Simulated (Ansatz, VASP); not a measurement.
# CoSi2 (CoSi2 strained to the junction's net) in two plane-wave programs, part 2 of 2

One calculation is typed for both programs; each brings its own data sets. How far apart do they land? The cell is generated by rule, not measured, and may not be a known phase. Of the first pair: The structure shown is the start of the Ansatz relaxation below; VASP solves that cell, so the two are compared at the walk's first step.

VASP 6.6.1 and Ansatz 0.2.0.

So far. Step 4 (Side by side): The forces differ by 0.1 meV/Å r.m.s., which is 0.1 % of the r.m.s. force of 0.127 eV/Å (both taken over all components).

## (5) Ansatz: relaxation, PBE

Level of this step: Ansatz beside VASP: Kohn-Sham DFT, plane waves, PBE (Ansatz).

This run makes the geometry at which the two programs are then compared.

The structure compared here is the end of the Ansatz relaxation.

input.yaml reads:

```yaml
crystal:
  lattice:
    - [3.85, 0.0, 0.0]
    - [-1.925, 3.3341978046, 0.0]
    - [0.0, 0.0, 9.1810721018]
  atoms:
    - { symbol: Si, position: [0.0, 0.0, 0.0] }
    - { symbol: Co, position: [0.3333333333, 0.6666666667, 0.0833333333] }
    - { symbol: Si, position: [0.6666666667, 0.3333333333, 0.1666666667] }
    - { symbol: Si, position: [0.3333333333, 0.6666666667, 0.3333333333] }
    - { symbol: Co, position: [0.6666666667, 0.3333333333, 0.4166666667] }
    - { symbol: Si, position: [0.0, 0.0, 0.5] }
    - { symbol: Si, position: [0.6666666667, 0.3333333333, 0.6666666667] }
    - { symbol: Co, position: [0.0, 0.0, 0.75] }
    - { symbol: Si, position: [0.3333333333, 0.6666666667, 0.8333333333] }
kpoints:
  mp_grid: { grid: [12, 12, 3] }
scf:
  occupations: { method: fermi_dirac, width: 0.1 }
  max_iter: 150
hamiltonian:
  xc: pbe
relax:
  f_tol: 0.01
  max_steps: 40
  cell: { fix: [a, b, angles] }
```

Command:

```
ansatz run input.yaml --threads 8 --pin off --max-ram 24576MiB --backend cpu --events-out ev --progress --plain --runs-dir out
```

Numbers of over 12 decimals in the logs are rounded to 6 here.

The program printed:

```text
[...]
Crystal: 9 atoms, lattice volume = 117.854 Å³
Basis set: ecut = 420 eV, 2287 PW (Γ), exchange–correlation on 54×54×128 points (8 copies of the dense FFT grid, shifted against one another)
Bands: 47, of which v1, the nominal top of the filled ones, is band 38 counted from 1 (37 counted from 0)
Symmetry: 36 space group operations
[...]
k-points: 50 of 432
[...]
- { symbol: Co, position: [0.333333, 0.666667, 0.083333] }
    - { symbol: Si, position: [0.666667, 0.333333, 0.164111] }
    - { symbol: Si, position: [0.333333, 0.666667, 0.335889] }
    - { symbol: Co, position: [0.666667, 0.333333, 0.416667] }
    - { symbol: Si, position: [0, 0, 0.497444] }
    - { symbol: Si, position: [0.666667, 0.333333, 0.669223] }
    - { symbol: Co, position: [0, 0, 0.75] }
    - { symbol: Si, position: [0.333333, 0.666667, 0.830777] }
[key lines of the parts left out:]
SCF converged after 9 iterations
Free energy (F): -19197.542347 eV
Fermi energy:    12.514050 eV
P = ⅓ Tr σ = -3.4115 GPa (-34.115 kbar)
```

## (6) VASP: single point, PBE, relaxed cell, pair 2

The same cell, functional, mesh and smearing now go to VASP, with its own data sets.

INCAR reads:

```
SYSTEM = CoSi2
PREC = Accurate
ENCUT = 600
EDIFF = 1E-06
NELM = 120
ISMEAR = -1
SIGMA = 0.1
LREAL = .FALSE.
ALGO = Normal
GGA = PE
NBANDS = 34
LASPH = .TRUE.
LORBIT = 11
LWAVE = .FALSE.
LCHARG = .FALSE.
ISIF = 2
GGA_COMPAT = .FALSE.
KPAR = 2
```

POSCAR reads:

```
CoSi2
1.0
    3.8500000000      0.0000000000      0.0000000000
   -1.9250000000      3.3341978046      0.0000000000
    0.0000000000      0.0000000000      9.1821849933
Si Co
6 3
Direct
    0.0000000000      0.0000000000      0.0025561333
    0.6666666667      0.3333333333      0.1641105334
    0.3333333333      0.6666666667      0.3358894666
    0.0000000000      0.0000000000      0.4974438667
    0.6666666667      0.3333333333      0.6692228000
    0.3333333333      0.6666666667      0.8307772000
    0.3333333333      0.6666666667      0.0833333333
    0.6666666667      0.3333333333      0.4166666667
    0.0000000000      0.0000000000      0.7500000000
```

KPOINTS reads:

```
Automatic mesh
0
Gamma
12 12 3
0 0 0
```

Potentials, in the order of the species: Si and Co (PBE family, release 64).

Command:

```
mpirun -np 2 vasp_std
```

The program printed:

```text
[... set-up lines as in an earlier step ...]
 entering main loop
       N       E                     dE             d eps       ncg     rms          rms(c)
DAV:   1     0.340018263416E+03    0.34002E+03   -0.22856E+04  3400   0.168E+03
DAV:   2    -0.321691002151E+02   -0.37219E+03   -0.35727E+03  3400   0.361E+02
DAV:   3    -0.608947784857E+02   -0.28726E+02   -0.27348E+02  4074   0.114E+02
DAV:   4    -0.621369018916E+02   -0.12421E+01   -0.12282E+01  4326   0.221E+01
[...]
DAV:  14    -0.578984539485E+02    0.44815E-04   -0.20118E-04  5234   0.180E-01    0.200E-02
DAV:  15    -0.578984556207E+02   -0.16722E-05   -0.10734E-05  3838   0.166E-02    0.612E-03
DAV:  16    -0.578984564623E+02   -0.84157E-06   -0.36271E-07  2126   0.623E-03
   1 F= -.57898456E+02 E0= -.57848374E+02  d E =-.100165E+00
```

Parts of OUTCAR (step 6):

```text
  Total       -3.8618072     -3.8618072     -0.1003671      0.0000000      0.0000000      0.0000000
  in kB      -52.4931991    -52.4931991     -1.3642806      0.0000000      0.0000000      0.0000000
  external PRESSURE =     -35.4502263 kB  Pullay stress =       0.0000000 kB

 POSITION                                       TOTAL-FORCE (eV/Angst)
 -----------------------------------------------------------------------------------
      0.00000      0.00000      0.02347        -0.000000     -0.000000      0.000503
      1.92500      1.11140      1.50689         0.000000      0.000000     -0.000503
     -0.00000      2.22280      3.08420        -0.000000      0.000000      0.000503
      0.00000      0.00000      4.56762         0.000000      0.000000     -0.000503
      1.92500      1.11140      6.14493        -0.000000      0.000000      0.000503
     -0.00000      2.22280      7.62835         0.000000      0.000000     -0.000503
     -0.00000      2.22280      0.76518        -0.000000     -0.000000      0.000000
      1.92500      1.11140      3.82591         0.000000     -0.000000      0.000000
      0.00000      0.00000      6.88664        -0.000000      0.000000      0.000000
 -----------------------------------------------------------------------------------
    total drift:                                0.000000     -0.000000     -0.000000

  FREE ENERGIE OF THE ION-ELECTRON SYSTEM (eV)
  ---------------------------------------------------
  free  energy   TOTEN  =       -57.8984564623 eV

  energy  without entropy=      -57.7982914068  energy(sigma->0) =      -57.84837393

[... 1 part as in an earlier step ...]

[... 2 further parts left out ...]
[key lines of the parts left out:]
E-fermi :   9.7812
```

The run ends at a pressure of -3.55 GPa, with forces up to 5.0e-4 eV/Å.

## (7) Differences

What differs besides the data sets and the points named for the pairs above, as far as they apply: the data sets hold 75 valence electrons in Ansatz (on its default PAW (the set named soft_2) files) and 51 in VASP; the cutoff is 420 eV in Ansatz and 600 eV in VASP; Ansatz's pressure holds a Pulay correction, VASP's none. Total energies have different zeros and are not compared.

The two programs side by side:

| quantity | Ansatz | VASP | difference |
| --- | --- | --- | --- |
| pressure (GPa) | -3.41 | -3.55 | +0.13 |

## (8) Outcome

- r.m.s. force difference (single point, PBE, start cell, pair 1): 0.15 meV/Å
- difference in pressure (single point, PBE, relaxed cell, pair 2): 0.13 GPa

What this shows: The difference in pressure is 0.13 GPa (single point, PBE, relaxed cell, pair 2), within the 1 GPa picked in this series as the mark of a large difference. The data sets hold unlike numbers of valence electrons (75 in Ansatz and 51 in VASP), so part of the differences comes from the potentials. How closely two codes agree says nothing of how well the functional describes the real material.

[Lines on the potential files, build, host, timing and source positions are cut from VASP's logs without a mark.]

[Logs are printed without paths, hosts, clocks, repeated set-up lines and the standing remarks that a program may print on its own settings, such as how far it seeks lower states.]

[Hosts, paths, dates, database ids (printed as entryN), source tags and the programs' standing remarks are cut or masked in the printed files.]
